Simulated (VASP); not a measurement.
Wanted: the native input for a VASP 6.6.1 run.

* Task: single point
* Functional: PBE
* Potentials or basis: VASP PAW PBE potentials, release 64 (H)
* Cutoff: 900 eV
* k mesh: 8 × 8 × 8
* Occupations: gaussian, width 0.02 eV
* Spin: no spin polarisation
* Further INCAR settings: ADDGRID = False; ALGO = Normal; EDIFF = 1e-08

The structure of H lies in POSCAR:

```
H
1.0
   -1.6915344700      1.6915344700      2.0584739900
    1.6915344700     -1.6915344700      2.0584739900
    1.6915344700      1.6915344700     -2.0584739900
H
2
Direct
    0.0961830000      0.0949540000      0.0224580000
    0.9170920000      0.8909110000      0.0100700000
```

The cell isn't the ideal one: grid = ENCUT=900 k=8x8x8 ISMEAR=0 SIGMA=0.02 PREC=Accurate EDIFF=1e-08 LREAL=False ADDGRID=False LASPH=True; atoms moved at random, drawn with an rms of 0.1 Å.

One way to write it, as run:

INCAR

```
SYSTEM = H
  PREC = Accurate
  ENCUT = 900
  EDIFF = 1E-8
  ISMEAR = 0
  SIGMA = 0.02
  LREAL = .FALSE.
  LASPH = .TRUE.
  NELM = 100
  ALGO = Normal
  ISIF = 2
  LWAVE = .FALSE.
  LCHARG = .FALSE.
  GGA = PE
  ADDGRID = .FALSE.
```

KPOINTS

```
Automatic mesh
0
G
  8 8 8
  0 0 0
```

Potentials or basis: VASP PAW PBE potentials, release 64 (H).

Command:

```console
$ cat potpaw_PBE.64/H/POTCAR > POTCAR
$ mpirun -np 1 vasp_std > vasp.out
```

Results of the run:

```json
{
 "Pressure": "-0.5 GPa",
 "Largest force": "0.548 eV/Å",
 "Band gap on the k mesh": "8.50 eV, indirect (least direct gap 9.31 eV)"
}
```

Run time: 21 s on 1 thread of Intel(R) Xeon(R) Platinum 8488C (Sapphire Rapids), with other jobs on the host, peak memory 0.2 GiB.
